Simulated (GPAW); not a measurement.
Input of a GPAW 26.7.0 run:

run.py

```python
from ase import Atoms
from ase.calculators.mixing import SumCalculator
from ase.filters import FrechetCellFilter
from ase.io import write
from ase.optimize import BFGS
from dftd3.ase import DFTD3
from gpaw import GPAW, PW, setup_paths

setup_paths.insert(0, '.')

atoms = Atoms(['Rh'],
              cell=[[0.0, 1.89785, 1.89785],
                    [1.89785, 0.0, 1.89785],
                    [1.89785, 1.89785, 0.0]],
              scaled_positions=[[0.0, 0.0, 0.0]],
              pbc=True)

calc = GPAW(mode=PW(600),
            xc='BLYP',
            kpts={'size': (12, 12, 12), 'gamma': True},
            occupations={'name': 'fermi-dirac', 'width': 0.05},
            nbands=16,
            convergence={'density': 1e-05, 'forces': 0.0001},
            eigensolver='davidson',
            maxiter=150,
            txt='gpaw.txt')
atoms.calc = SumCalculator([calc, DFTD3(method='blyp', damping='d3bj')])
opt = BFGS(FrechetCellFilter(atoms), trajectory='relax.traj', logfile='-')
done = opt.run(fmax=0.01, steps=40)
calc.write('gs.gpw')
write('result.traj', atoms)
print('Converged:', done)
print('Cell:', atoms.cell.cellpar().round(4))
print('Volume:', round(atoms.get_volume(), 4))
print(atoms.get_scaled_positions().round(5))
```

Potentials or basis: PAW data sets generated in the run's folder for this functional, pw.

Command:

```console
$ gpaw-setup -f BLYP Rh
$ OMP_NUM_THREADS=1 python run.py
```

Question: Estimate the relaxed cell.

Answer: a = 2.696 Å, b = 2.696 Å, c = 2.696 Å, α = 60.00°, β = 60.00°, γ = 60.00°.

Question: Predict the space group after relaxing (to 0.05 Å).

Answer: Fm-3m (No. 225).

Question: Estimate the dispersion energy per atom.

Answer: -1.481 eV.

Step by step:
| step | energy change (eV) | largest force (eV/Å) | pressure (GPa) | volume (Å³) |
| --- | --- | --- | --- | --- |
| 1 | 0.0000 | 0.0000 | 3.61 | 13.67 |
| 2 | -0.0020 | 0.0000 | 0.01 | 13.85 |

Caveat: later steps reuse the first step's grids; pairwise dispersion overbinds metals, which lowers pressure and volume. Zero-point motion and thermal expansion aren't in these numbers.
